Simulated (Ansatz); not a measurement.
# In: vibrational free energy, entropy and heat capacity

These are results of Ansatz 0.2.0, DFT PBE, scalar-relativistic, plane waves, PAW, not measurements. Plane waves to 420 eV; Γ-centred k mesh 12×12×4; Fermi-Dirac smearing of 0.15 eV. No spin polarisation. Phonons by linear response, acoustic sum rule imposed.

The cell, relaxed at this level:
```
In
1.0
     3.39927    0.00000    0.00000
    -1.69963    2.94385    0.00000
     0.00000    0.00000   16.57197
In
6
Direct
  0.66667 0.33333 0.33308
  0.33333 0.66667 0.83380
  0.33333 0.66667 0.16620
  0.66667 0.33333 0.66692
  0.00000 0.00000 0.00000
  0.33333 0.66667 0.50000
```

The structure comes from a generated guess, relaxed at this level; another structure or a mixture of phases may lie lower. In a metal, frequencies and elastic constants depend on the k mesh and the smearing, soft modes and shear constants most. The q mesh is coarse, so values between its points are rough.

Force constants from linear response on a 3×3×1 q mesh, interpolated to a fine mesh.

Phonon density of states, in bins of 2 cm⁻¹:
```json
{"bin centre (cm⁻¹)": "-5", "share of modes (%)": "0.0"}
{"bin centre (cm⁻¹)": "-3", "share of modes (%)": "0.1"}
{"bin centre (cm⁻¹)": "-1", "share of modes (%)": "0.1"}
{"bin centre (cm⁻¹)": "1", "share of modes (%)": "0.1"}
{"bin centre (cm⁻¹)": "3", "share of modes (%)": "0.1"}
{"bin centre (cm⁻¹)": "5", "share of modes (%)": "0.1"}
{"bin centre (cm⁻¹)": "7", "share of modes (%)": "0.3"}
{"bin centre (cm⁻¹)": "9", "share of modes (%)": "0.4"}
{"bin centre (cm⁻¹)": "11", "share of modes (%)": "0.5"}
{"bin centre (cm⁻¹)": "13", "share of modes (%)": "0.6"}
{"bin centre (cm⁻¹)": "15", "share of modes (%)": "0.7"}
{"bin centre (cm⁻¹)": "17", "share of modes (%)": "0.8"}
{"bin centre (cm⁻¹)": "19", "share of modes (%)": "1.0"}
{"bin centre (cm⁻¹)": "21", "share of modes (%)": "1.2"}
{"bin centre (cm⁻¹)": "23", "share of modes (%)": "1.4"}
{"bin centre (cm⁻¹)": "25", "share of modes (%)": "1.6"}
{"bin centre (cm⁻¹)": "27", "share of modes (%)": "1.9"}
{"bin centre (cm⁻¹)": "29", "share of modes (%)": "2.2"}
{"bin centre (cm⁻¹)": "31", "share of modes (%)": "2.6"}
{"bin centre (cm⁻¹)": "33", "share of modes (%)": "3.0"}
{"bin centre (cm⁻¹)": "35", "share of modes (%)": "3.5"}
{"bin centre (cm⁻¹)": "37", "share of modes (%)": "4.2"}
{"bin centre (cm⁻¹)": "39", "share of modes (%)": "3.7"}
{"bin centre (cm⁻¹)": "41", "share of modes (%)": "3.0"}
{"bin centre (cm⁻¹)": "43", "share of modes (%)": "3.4"}
{"bin centre (cm⁻¹)": "45", "share of modes (%)": "3.4"}
{"bin centre (cm⁻¹)": "47", "share of modes (%)": "2.7"}
{"bin centre (cm⁻¹)": "49", "share of modes (%)": "2.7"}
{"bin centre (cm⁻¹)": "51", "share of modes (%)": "2.9"}
{"bin centre (cm⁻¹)": "53", "share of modes (%)": "2.5"}
{"bin centre (cm⁻¹)": "55", "share of modes (%)": "2.6"}
{"bin centre (cm⁻¹)": "57", "share of modes (%)": "2.1"}
{"bin centre (cm⁻¹)": "59", "share of modes (%)": "1.9"}
{"bin centre (cm⁻¹)": "61", "share of modes (%)": "2.2"}
{"bin centre (cm⁻¹)": "63", "share of modes (%)": "2.2"}
{"bin centre (cm⁻¹)": "65", "share of modes (%)": "1.8"}
{"bin centre (cm⁻¹)": "67", "share of modes (%)": "1.8"}
{"bin centre (cm⁻¹)": "69", "share of modes (%)": "1.6"}
{"bin centre (cm⁻¹)": "71", "share of modes (%)": "1.7"}
{"bin centre (cm⁻¹)": "73", "share of modes (%)": "1.6"}
{"bin centre (cm⁻¹)": "75", "share of modes (%)": "1.5"}
{"bin centre (cm⁻¹)": "77", "share of modes (%)": "1.2"}
{"bin centre (cm⁻¹)": "79", "share of modes (%)": "1.1"}
{"bin centre (cm⁻¹)": "81", "share of modes (%)": "1.4"}
{"bin centre (cm⁻¹)": "83", "share of modes (%)": "2.0"}
{"bin centre (cm⁻¹)": "85", "share of modes (%)": "2.6"}
{"bin centre (cm⁻¹)": "87", "share of modes (%)": "2.9"}
{"bin centre (cm⁻¹)": "89", "share of modes (%)": "3.2"}
{"bin centre (cm⁻¹)": "91", "share of modes (%)": "4.2"}
{"bin centre (cm⁻¹)": "93", "share of modes (%)": "3.8"}
{"bin centre (cm⁻¹)": "95", "share of modes (%)": "2.4"}
{"bin centre (cm⁻¹)": "97", "share of modes (%)": "1.9"}
{"bin centre (cm⁻¹)": "99", "share of modes (%)": "1.1"}
{"bin centre (cm⁻¹)": "101", "share of modes (%)": "0.3"}
{"bin centre (cm⁻¹)": "103", "share of modes (%)": "0.2"}
{"bin centre (cm⁻¹)": "105", "share of modes (%)": "0.1"}
{"bin centre (cm⁻¹)": "107", "share of modes (%)": "0.1"}
{"bin centre (cm⁻¹)": "109", "share of modes (%)": "0.0"}
```

Question: Give the zero-point energy per atom.

Answer: 10.6 meV.

Question: How large are the vibrational entropy and heat capacity at 300 K?

Answer: S = 7.20 k_B and C_V = 2.97 k_B per atom, 99 % of the Dulong–Petit value.

Question: Tabulate them against temperature.

Answer:
```tsv
T (K)	F_vib (meV/atom)	S (k_B/atom)	C_V (k_B/atom)
100	-7.0	4.00	2.80
200	-51.1	6.00	2.94
300	-108.3	7.20	2.97
400	-174.2	8.06	2.98
500	-246.7	8.72	2.98
600	-324.3	9.27	2.99
700	-406.2	9.73	2.99
800	-491.8	10.13	2.99
900	-580.6	10.48	2.99
1000	-672.3	10.80	2.99
```
